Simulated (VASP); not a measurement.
# Pt (Fm-3m) in VASP: a series of runs, part 2 of 2

VASP 6.6.1. The steps go on from the part before.

### 5 Relaxation of cell and atoms, PBE+D3(BJ)

This run uses another cell than the first one, of 15.12 Å³/atom, 1.003 times its volume.

INCAR reads:

```
  PREC = Accurate
  ENCUT = 600
  EDIFF = 1E-7
  ISMEAR = 1
  SIGMA = 0.1
  LREAL = F
  LASPH = T
  NELM = 80
  ALGO = Normal
  ISIF = 3
  LWAVE = F
  LCHARG = F
  GGA = PE
  IVDW = 12
  IBRION = 2
  NSW = 90
  EDIFFG = -0.005
```

KPOINTS reads:

```
Automatic mesh
0
Gamma
  16 16 16
```

POSCAR reads:

```
Pt                                      
1.0
    0.0000000000      1.9627480676      1.9627480676
    1.9627480676      0.0000000000      1.9627480676
    1.9627480676      1.9627480676     -0.0000000000
  Pt            
     1
Direct
     0.0000000000000000    0.0000000000000000    0.0000000000000000
```

Potentials or basis: VASP PAW PBE potentials, release 64 (Pt).

Started as:

```bash
$ cat potpaw_PBE.64/Pt/POTCAR > POTCAR
$ mpirun -np 1 vasp_std > vasp.out
```

OUTCAR:

```text
PREC = Accurate
   ENCUT = 600
   EDIFF = 1E-7
   ISMEAR = 1
   LREAL = F
   LASPH = T
   NELM = 80
   ISIF = 3
   GGA = PE
   IVDW = 12
   IBRION = 2
   NSW = 90
   EDIFFG = -0.005
 IVDW          = 12

 ion  position               nearest neighbor table
   1  0.000  0.000  0.000-

  LATTYP: Found a face centered cubic cell.
 ALAT       =     3.9254961352

  Lattice vectors:

 A1 = (   0.0000000000,   1.9627480676,   1.9627480676)
 A2 = (   1.9627480676,   0.0000000000,   1.9627480676)
 A3 = (   1.9627480676,   1.9627480676,   0.0000000000)

Analysis of symmetry for initial positions (statically):
=====================================================================
 Subroutine PRICEL returns:
 Original cell was already a primitive cell.

 Routine SETGRP: Setting up the symmetry group for a
 face centered cubic supercell.

 Subroutine GETGRP returns: Found 48 space group operations
 (whereof 48 operations were pure point group operations)
 out of a pool of 48 trial point group operations.

The static configuration has the point symmetry O_h .

Analysis of symmetry for dynamics (positions and initial velocities):
=====================================================================
 Subroutine PRICEL returns:
 Original cell was already a primitive cell.
[... 169 lines left out ...]
      4       7.4358      2.00000
      5       9.5812      2.00000
      6       9.5812      2.00000
      7      25.8600      0.00000
      8      30.8117      0.00000
      9      30.8117      0.00000
[... 265 lines left out ...]
 k-point    24 :      -0.0625    0.0625    0.0000
  band No.  band energies     occupation
      1       1.4400      2.00000
      2       7.2364      2.00000
      3       7.5847      2.00000
      4       7.6288      2.00000
      5       9.3895      2.00000
      6       9.6079      2.00000
      7      26.4878      0.00000
      8      29.2148      0.00000
      9      30.8788      0.00000

 [... further k-points ...]

------------------------ aborting loop because EDIFF is reached ----------------------------------------

 Edisp (eV)   -0.77703

 E8    (eV) :    -0.3563

  FORCE on cell =-STRESS in cart. coord.  units (eV):
  Direction    XX          YY          ZZ          XY          YZ          ZX
  --------------------------------------------------------------------------------------
  -------------------------------------------------------------------------------------
  Total       0.00159     0.00159     0.00159     0.00000     0.00000    -0.00000
  in kB       0.16804     0.16804     0.16804     0.00000     0.00000    -0.00000
  external pressure =        0.17 kB  Pullay stress =        0.00 kB

 VOLUME and BASIS-vectors are now :
 -----------------------------------------------------------------------------
  energy-cutoff  :      600.00
  volume of cell :       15.12
      direct lattice vectors                 reciprocal lattice vectors
     0.000000000  1.962748068  1.962748068    -0.254744869  0.254744869  0.254744869
     1.962748068  0.000000000  1.962748068     0.254744869 -0.254744869  0.254744869
     1.962748068  1.962748068  0.000000000     0.254744869  0.254744869 -0.254744869

 POSITION                                       TOTAL-FORCE (eV/Angst)
 -----------------------------------------------------------------------------------
      0.00000      0.00000      0.00000         0.000000      0.000000      0.000000
 -----------------------------------------------------------------------------------
    total drift:                               -0.000000      0.000000     -0.000000

  FREE ENERGIE OF THE ION-ELECTRON SYSTEM (eV)
  ---------------------------------------------------
  free  energy   TOTEN  =        -6.8601958043 eV

  energy  without entropy=       -6.8593403783  energy(sigma->0) =       -6.85991066

 reached required accuracy - stopping structural energy minimisation
```

OSZICAR:

```text
N       E                     dE             d eps       ncg     rms          rms(c)
DAV:   1     0.427268181007E+02    0.42727E+02   -0.60244E+03  2642   0.117E+03
DAV:   2    -0.598926613221E+01   -0.48716E+02   -0.46924E+02  2743   0.202E+02
DAV:   3    -0.646134286381E+01   -0.47208E+00   -0.46564E+00  3137   0.205E+01
DAV:   4    -0.646290358856E+01   -0.15607E-02   -0.15603E-02  2955   0.122E+00
DAV:   5    -0.646291399468E+01   -0.10406E-04   -0.10407E-04  3010   0.914E-02    0.128E+01
DAV:   6    -0.612595006409E+01    0.33696E+00   -0.86913E-01  2662   0.852E+00    0.677E+00
DAV:   7    -0.608668395380E+01    0.39266E-01   -0.16110E-01  2792   0.358E+00    0.251E+00
DAV:   8    -0.608332929197E+01    0.33547E-02   -0.59285E-03  2815   0.758E-01    0.533E-01
DAV:   9    -0.608316110108E+01    0.16819E-03   -0.97887E-05  2776   0.103E-01    0.398E-02
DAV:  10    -0.608316479632E+01   -0.36952E-05   -0.27001E-06  3041   0.154E-02    0.478E-03
DAV:  11    -0.608316465019E+01    0.14613E-06   -0.25797E-08  2039   0.180E-03    0.885E-04
DAV:  12    -0.608316466594E+01   -0.15750E-07   -0.37927E-09  1391   0.492E-04
   1 F= -.68601958E+01 E0= -.68599107E+01  d E =-.686020E+01
```

CONTCAR:

```text
Pt
   1.00000000000000
     0.0000000000000000    1.9627480676000000    1.9627480676000000
     1.9627480676000000    0.0000000000000000    1.9627480676000000
     1.9627480676000000    1.9627480676000000    0.0000000000000000
  Pt
     1
Direct
     0.0000000000000000    0.0000000000000000    0.0000000000000000

  0.00000000E+00  0.00000000E+00  0.00000000E+00
```

Run time: 9.7 s. Hardware: 1 thread of Intel Xeon 6975P-C (Granite Rapids), shared host; peak memory 0.16 GiB.

What came out:

- Free energy: -6.8602 eV
- Pressure after relaxing: 0.0 GPa
- Band gap on the k mesh: none (metal or under the smearing width)
- Dispersion energy per atom: -0.777 eV

Final structure:
```
Pt
1.0
     0.00000    1.96275    1.96275
     1.96275    0.00000    1.96275
     1.96275    1.96275    0.00000
Pt
1
Direct
  0.00000 0.00000 0.00000
```

Caveat: the relaxation stopped at its first step, so nothing moved; pairwise dispersion overbinds metals, which lowers pressure and volume.
